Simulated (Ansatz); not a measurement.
# TaC: response to strain

TaC is deformed so: zz strain of -1 %. What stress and forces result, by LAPW, PAW and all-electron datasets made for the crystal?

Computed with Ansatz 0.2.0 (DFT LDA, scalar-relativistic, unless a step's input says otherwise).

## 1. Starting point

Symmetry: Fm-3m, No. 225, cubic system. The conventional cell has a = 4.454 Å, b = 4.454 Å, c = 4.454 Å, α = 90.00°, β = 90.00°, γ = 90.00°. Ta (site symmetry m-3m) is surrounded by 6 C at 2.23 Å. C (site symmetry m-3m) has 6 Ta at 2.23 Å as nearest neighbours.

Structure file:

```
CELL_PARAMETERS angstrom
0.00000 2.22700 2.22700
2.22700 0.00000 2.22700
2.22700 2.22700 0.00000
ATOMIC_POSITIONS crystal
Ta 0.00000 0.00000 0.00000
C 0.50000 0.50000 0.50000
```

Atoms are numbered in the order of the input: Ta1, C2.

## 2. After the deformation

Space group Fm-3m before, I4/mmm after.

## 3. Full-potential LAPW

Input file input.yaml:

```yaml
crystal:
  lattice:
    - [0.0, 2.227, 2.20473]
    - [2.227, 0.0, 2.20473]
    - [2.227, 2.227, 0.0]
  atoms:
    - { symbol: Ta, position: [0.0, 0.0, 0.0] }
    - { symbol: C, position: [0.5, 0.5, 0.5] }
kpoints:
  mp_grid: { grid: [16, 16, 16] }
  band_path:
    path:
      - [0.0, 0.0, 0.0]
      - [0.0, 0.5, 0.5]
      - [0.25, 0.75, 0.5]
      - [0.0, 0.5, 0.0]
      - [0.0, 0.0, 0.0]
      - [0.5, 0.5, 0.0]
      - [0.3775380063, 0.6224619937, 0.0]
      - [-0.3775380063, 0.3775380063, 0.0]
      - [0.0, 0.0, 0.0]
    npoints: 5
scf:
  occupations: { method: fermi_dirac, width: 0.05 }
hamiltonian:
  xc: lda
  pseudopotentials: { kind: all_electron, lapw: { basis_error: 0.001 } }
output:
  forces: true
  stress: true
  eigenvalues: true
```

Launch:

```console
$ ansatz run input.yaml --threads 1 --pin off --max-ram 3072MiB --backend cpu --events-out ev --progress --plain --runs-dir out
```

## 4. PAW with frozen cores

Input file input.yaml:

```yaml
crystal:
  lattice:
    - [0.0, 2.227, 2.20473]
    - [2.227, 0.0, 2.20473]
    - [2.227, 2.227, 0.0]
  atoms:
    - { symbol: Ta, position: [0.0, 0.0, 0.0] }
    - { symbol: C, position: [0.5, 0.5, 0.5] }
kpoints:
  mp_grid: { grid: [16, 16, 16] }
scf:
  occupations: { method: fermi_dirac, width: 0.05 }
hamiltonian:
  xc: lda
  pseudopotentials: { kind: paw }
output:
  forces: true
  stress: true
  eigenvalues: true
  efg: { contact_densities: true }
```

## 5. All-electron PAW on datasets made for the crystal

Changes to input.yaml since step 4:

```diff
@@ -14,3 +14,3 @@
   xc: lda
-  pseudopotentials: { kind: paw }
+  pseudopotentials: { kind: all_electron, datasets: crystal }
 output:
```

(Steps that only read results are left out.)

Before running it: what results should come out? Wanted: pressure; largest shear or deviatoric stress.

As calculated:

```
                                 quantity                                              value
                                 pressure  LAPW -6.08, PAW -5.88, crystal datasets -6.08 GPa
largest shear or deviatoric stress (LAPW)                                           4.66 GPa
```

The largest part of the stress beyond the pressure is 4.66 GPa in size, in the zz component; the atoms are carried along and not relaxed. No run of the undeformed cell stands beside it, so the pressure holds what the given cell had before the change. PAW: stress within 0.23 GPa of LAPW. Crystal datasets: stress within 0.01 GPa of LAPW. Spin-orbit coupling is left out, though the cell holds Ta; in elements this heavy it can shift bands and gaps by tenths of an eV.
